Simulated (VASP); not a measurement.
# GaP (F-43m) in VASP: further runs, part 2 of 2

VASP 6.6.1. The steps go on from the part before.

## (3) Single point, LDA (grid = ENCUT=400 dk=1.6 cell=2x2x1 ISMEAR=0 SIGMA=0.05 LREAL=Auto EDIFF=1e-06)

The input, INCAR:

```
SYSTEM = GaP
PREC = Accurate
ENCUT = 400
EDIFF = 1E-6
ISMEAR = 0
SIGMA = 0.05
LREAL = Auto
LASPH = .TRUE.
NELM = 120
ALGO = Fast
ISIF = 2
LWAVE = .FALSE.
LCHARG = .FALSE.
GGA = CA
NBANDS = 44
```

The input, KPOINTS:

```
regular mesh
0
G
  2 2 2
  0 0 0
```

The input, POSCAR:

```
GaP
1.0
    0.0000000000      5.4505000000      5.4505000000
    5.4505000000      0.0000000000      5.4505000000
    2.7252500000      2.7252500000      0.0000000000
P Ga
4 4
Direct
    0.0000000000      0.0000000000      0.0000000000
    0.3750000000      0.3750000000      0.7500000000
    0.3750000000      0.8750000000      0.7500000000
    0.8750000000      0.8750000000      0.7500000000
    0.0000000000      0.5000000000      0.0000000000
    0.5000000000      0.0000000000      0.0000000000
    0.5000000000      0.5000000000      0.0000000000
    0.8750000000      0.3750000000      0.7500000000
```

Potentials or basis: VASP PAW LDA potentials, release 64 (P, Ga_d).

Launch:

```console
cat potpaw_LDA.64/P/POTCAR potpaw_LDA.64/Ga_d/POTCAR > POTCAR
mpirun -np 1 vasp_std > vasp.out
```

OUTCAR:

```text
SYSTEM = GaP
   PREC = Accurate
   ENCUT = 400
   EDIFF = 1E-6
   ISMEAR = 0
   LREAL = Auto
   LASPH = .TRUE.
   NELM = 120
   ISIF = 2
   GGA = CA

 Found      8 irreducible k-points:

 Following reciprocal coordinates:
            Coordinates               Weight
  0.000000  0.000000  0.000000      1.000000
  0.500000  0.000000  0.000000      1.000000
  0.000000  0.500000  0.000000      1.000000
  0.500000  0.500000  0.000000      1.000000
  0.000000  0.000000  0.500000      1.000000
  0.500000  0.000000  0.500000      1.000000
   k-points           NKPTS =      8   k-points in BZ     NKDIM =      8   number of bands    NBANDS=     44
   number of dos      NEDOS =    301   number of ions     NIONS =      8
   total plane-waves  NPLWV =  70000
   dimension x,y,z NGX =    50 NGY =   50 NGZ =   28
   dimension x,y,z NGXF=   100 NGYF=  100 NGZF=   56
   ions per type =               4   4
   NGX,Y,Z   is equivalent  to a cutoff of  10.78, 10.78, 12.08 a.u.
   NGXF,Y,Z  is equivalent  to a cutoff of  21.57, 21.57, 24.16 a.u.
 SYSTEM =  GaP
   PREC   = accura    normal or accurate (medium, high low for compatibility)
   ISTART =      0    job   : 0-new  1-cont  2-samecut
   ICHARG =      2    charge: 1-file 2-atom 10-const
   ISPIN  =      1    spin polarized calculation?
   LNONCOLLINEAR =      F non collinear calculations
   LSORBIT =      F    spin-orbit coupling
   LASPH  =      T    aspherical Exc in radial PAW
   ENCUT  =  400.0 eV  29.40 Ry    5.42 a.u.  12.57 12.57  6.29*2*pi/ulx,y,z
   NELM   =    120;   NELMIN=  2; NELMDL= -5     # of ELM steps
   EDIFF  = 0.1E-05   stopping-criterion for ELM
   LREAL  =      T    real-space projection
   EDIFFG = 0.1E-04   stopping-criterion for IOM
   NSW    =      0    number of steps for IOM
   IBRION =     -1    ionic relax: 0-MD 1-quasi-New 2-CG
   NFREE  =      0    steps in history (QN), initial steepest desc. (CG)
   ISIF   =      2    stress and relaxation
   ISYM   =      2    0-nonsym 1-usesym 2-fastsym
   POTIM  = 0.5000    time-step for ionic-motion
   TEBEG  =    0.0;   TEEND  =   0.0 temperature during run
   PSTRESS=    0.0 pullay stress
   NELECT =      72.0000    total number of electrons
   NUPDOWN=      -1.0000    fix difference up-down
   EMIN   =  10.00;   EMAX   =-10.00  energy-range for DOS
   EFERMI =   0.00;   METHOD = LEGACY
   ISMEAR =     0;   SIGMA  =   0.05  broadening in eV -4-tet -1-fermi 0-gaus
   EFERMI_NEDOS =   21; number of points for ismear=-14 and -15
   IALGO  =     68    algorithm
   IMIX   =      4    mixing-type and parameters
     AMIX     =   0.40;   BMIX     =  1.00
     AMIX_MAG =   1.60;   BMIX_MAG =  1.00
  volume/ion in A,a.u.               =      20.24       136.59
  Fermi-wavevector in a.u.,A,eV,Ry     =   1.249538  2.361284 21.243377  1.561344
  Thomas-Fermi vector in A             =   2.383574
   LORBIT       =      0    0 simple, 1 ext, 2 COOP (PROOUT), +10 PAW based schemes
   GGA     = CA    functional components
   LHFCALC =     F    Hartree Fock is set to
   AEXX    =    0.0000 exact exchange contribution
   IVDW    =     0    specifies the selected vdW correction
   LEPSILON=     F    determine dielectric tensor
   LRPA    =     F    only Hartree local field effects (RPA)
 non-spin polarized calculation
 RMM-DIIS sequential band-by-band and
 Gauss-broadening in eV      SIGMA  =   0.05
  energy-cutoff  :      400.00
  volume of cell :      161.92
 maximum number of plane-waves:      2988
   NGX = 25   NGY = 25   NGZ = 13

 number of electron      72.0000040 magnetization

 Free energy of the ion-electron system (eV)
  ---------------------------------------------------
  ext. energy  EPLUGINS =         0.00000000
  ---------------------------------------------------
  free energy    TOTEN  =       -38.22724827 eV

  energy without entropy =      -38.22157730  energy(sigma->0) =      -38.22441279

 E-fermi :   5.2162     XC(G=0): -10.1751

 val. band max:        5.1926527341   @ k =   0.5000   0.5000   0.0000
 cond. band min:       5.2397590402   @ k =   0.5000   0.5000   0.0000
 fundamental gap:      0.0471063062
 Fermi energy:         5.2162114555

 k-point     1 :       0.0000    0.0000    0.0000
  band No.  band energies     occupation
      1     -10.5703      2.00000
      2     -10.4539      2.00000
      3     -10.4043      2.00000
      4     -10.3683      2.00000
      5     -10.3539      2.00000
      6     -10.3444      2.00000
[... 36 lines left out ...]
     43       7.7359      0.00000
     44       8.5674      0.00000
[... 194 lines left out ...]
      4     -10.3633      2.00000
      5     -10.3590      2.00000
      6     -10.3453      2.00000
[... 36 lines left out ...]
     43       9.2546      0.00000
     44       9.3590      0.00000

 [... further k-points ...]
[... 5 lines left out ...]
  --------------------------------------------------------------------------------------
  -------------------------------------------------------------------------------------
  Total        0.9270449      0.9270449     -1.4719961      1.5455329      0.3649392     -0.3649392
  in kB        9.1728088      9.1728088    -14.5649233     15.2925467      3.6109552     -3.6109550
  external PRESSURE =       1.2602314 kB  Pullay stress =       0.0000000 kB

 VOLUME and BASIS-vectors are now :
 -----------------------------------------------------------------------------
  energy-cutoff  :      400.00
  volume of cell :      161.92
      direct lattice vectors                 reciprocal lattice vectors
     0.000000000  5.450500000  5.450500000    -0.091734703  0.091734703  0.091734703
     5.450500000  0.000000000  5.450500000     0.091734703 -0.091734703  0.091734703
     2.725250000  2.725250000  0.000000000     0.183469406  0.183469406 -0.183469406

 POSITION                                       TOTAL-FORCE (eV/Angst)
 -----------------------------------------------------------------------------------
      0.00000      0.00000      0.00000        -0.338538      0.338538     -1.910580
      4.08788      4.08788      4.08788         0.141928     -0.141928     -0.225677
      6.81313      4.08788      6.81313         0.156544     -0.156544     -0.508404
      6.81313      6.81313      9.53838        -0.005771      0.005771      2.067141
      2.72525      0.00000      2.72525        -0.218194      0.218194      1.761517
      0.00000      2.72525      2.72525         0.238929     -0.238929      0.387166
      2.72525      2.72525      5.45050         0.180030     -0.180030     -0.384462
      4.08788      6.81313      6.81313        -0.154929      0.154929     -1.186700
 -----------------------------------------------------------------------------------
    total drift:                                0.000268     -0.000275     -0.001995

  FREE ENERGIE OF THE ION-ELECTRON SYSTEM (eV)
  ---------------------------------------------------
  free  energy   TOTEN  =       -38.2272482700 eV

  energy  without entropy=      -38.2215773011  energy(sigma->0) =      -38.22441279
```

stdout:

```text
POSCAR found type information on POSCAR P Ga
 POSCAR found :  2 types and       8 ions
 scaLAPACK will be used
 -----------------------------------------------------------------------------
|                                                                             |
|                                                                             |
|     You have a (more or less) 'small supercell' and for smaller cells       |
|     it is recommended to use the reciprocal-space projection scheme!        |
|     The real-space optimization is not efficient for small cells and it     |
|     is also less accurate ...                                               |
|     Therefore, set LREAL=.FALSE. in the INCAR file.                         |
|                                                                             |
 -----------------------------------------------------------------------------

 LDA part: xc-table for (Slater(with rela. corr.)+CA(PZ))
 , standard interpolation
 POSCAR, INCAR and KPOINTS ok, starting setup
 FFT: planning ... GRIDC
 FFT: planning ... GRID_SOFT
 FFT: planning ... GRID
 WAVECAR not read
 entering main loop
```

Run time: 88 s. Hardware: 1 thread of Intel Xeon 6975P-C (Granite Rapids), shared host; peak memory 0.19 GiB.

These settings aren't checked as converged: the numbers below hold their error.

What came out:

```yaml
Free_energy: -38.2272 eV
Pressure: 0.1 GPa
Largest_force: 2.067 eV/Å
Band_gap_on_the_k_mesh: none (metal or under the smearing width)
```

Caveat: the k mesh is coarse (spacing up to 1.00 Å⁻¹), so the values aren't converged.

## (4) Single point, LDA (grid = ENCUT=400 dk=0.9 cell=2x2x1 ISMEAR=0 SIGMA=0.05 LREAL=Auto EDIFF=1e-06)

INCAR is that of step 3.

The input, KPOINTS:

```
regular mesh
0
G
  3 3 3
  0 0 0
```

POSCAR is that of step 3.

Potentials or basis: VASP PAW LDA potentials, release 64 (P, Ga_d).

Launch:

```console
cat potpaw_LDA.64/P/POTCAR potpaw_LDA.64/Ga_d/POTCAR > POTCAR
mpirun -np 1 vasp_std > vasp.out
```

OUTCAR:

```text
SYSTEM = GaP
   PREC = Accurate
   ENCUT = 400
   EDIFF = 1E-6
   ISMEAR = 0
   LREAL = Auto
   LASPH = .TRUE.
   NELM = 120
   ISIF = 2
   GGA = CA

 Found     10 irreducible k-points:

 Following reciprocal coordinates:
            Coordinates               Weight
  0.000000  0.000000  0.000000      1.000000
  0.333333  0.000000  0.000000      2.000000
  0.000000 -0.333333  0.000000      2.000000
  0.333333  0.333333  0.000000      2.000000
 -0.333333  0.333333  0.000000      2.000000
  0.000000  0.000000  0.333333      4.000000
   k-points           NKPTS =     10   k-points in BZ     NKDIM =     10   number of bands    NBANDS=     44
[... 365 lines left out ...]
  Total       -1.1507731     -1.1507731     -1.6618670     -0.0800489     -0.0637881      0.0637881
  in kB      -11.3865264    -11.3865264    -16.4436344     -0.7920580     -0.6311623      0.6311623
  external PRESSURE =     -13.0722291 kB  Pullay stress =       0.0000000 kB

 VOLUME and BASIS-vectors are now :
 -----------------------------------------------------------------------------
  energy-cutoff  :      400.00
  volume of cell :      161.92
      direct lattice vectors                 reciprocal lattice vectors
     0.000000000  5.450500000  5.450500000    -0.091734703  0.091734703  0.091734703
     5.450500000  0.000000000  5.450500000     0.091734703 -0.091734703  0.091734703
     2.725250000  2.725250000  0.000000000     0.183469406  0.183469406 -0.183469406

 POSITION                                       TOTAL-FORCE (eV/Angst)
 -----------------------------------------------------------------------------------
      0.00000      0.00000      0.00000        -0.193898      0.193898     -0.698513
      4.08788      4.08788      4.08788         0.235657     -0.235657      0.021961
      6.81313      4.08788      6.81313         0.197332     -0.197332     -0.767039
      6.81313      6.81313      9.53838        -0.285639      0.285639      1.328337
      2.72525      0.00000      2.72525        -0.376967      0.376967      0.854522
      0.00000      2.72525      2.72525         0.487236     -0.487236      0.303859
      2.72525      2.72525      5.45050        -0.043290      0.043290     -0.548025
      4.08788      6.81313      6.81313        -0.020430      0.020430     -0.495101
 -----------------------------------------------------------------------------------
    total drift:                                0.000185     -0.000193     -0.001773

  FREE ENERGIE OF THE ION-ELECTRON SYSTEM (eV)
  ---------------------------------------------------
  free  energy   TOTEN  =       -39.2212190210 eV

  energy  without entropy=      -39.2182018687  energy(sigma->0) =      -39.21971044
```

stdout:

```text
POSCAR found type information on POSCAR P Ga
 POSCAR found :  2 types and       8 ions
 scaLAPACK will be used
 -----------------------------------------------------------------------------
|                                                                             |
|                                                                             |
|     You have a (more or less) 'small supercell' and for smaller cells       |
|     it is recommended to use the reciprocal-space projection scheme!        |
|     The real-space optimization is not efficient for small cells and it     |
|     is also less accurate ...                                               |
|     Therefore, set LREAL=.FALSE. in the INCAR file.                         |
|                                                                             |
 -----------------------------------------------------------------------------

 LDA part: xc-table for (Slater(with rela. corr.)+CA(PZ))
 , standard interpolation
 POSCAR, INCAR and KPOINTS ok, starting setup
 FFT: planning ... GRIDC
 FFT: planning ... GRID_SOFT
 FFT: planning ... GRID
 WAVECAR not read
 entering main loop
```

Run time: 1.8 min. Hardware: 1 thread of Intel Xeon 6975P-C (Granite Rapids), shared host; peak memory 0.2 GiB.

These settings aren't checked as converged: the numbers below hold their error.

What came out:

| Property | Result |
| --- | --- |
| Free energy | -39.2212 eV |
| Pressure | -1.3 GPa |
| Largest force | 1.388 eV/Å |
| Band gap on the k mesh | none (metal or under the smearing width) |

Caveat: the k mesh is coarse (spacing up to 0.67 Å⁻¹), so the values aren't converged.

## (5) How close it comes

Step 2. Measured gap of GaP: 2.34 eV (indirect; 10 K; quoted in “Stacking defects in GaP nanowires: Electronic structure and optical properties”, 2018, arxiv:1810.01194). This calculation gives 1.64 eV (-0.70 eV). Spin-orbit coupling on Ga is left out. The value is that of PBE on a finite k mesh, which can miss the band edges, without temperature or zero-point motion. Semilocal functionals fall short of measured gaps as a rule.
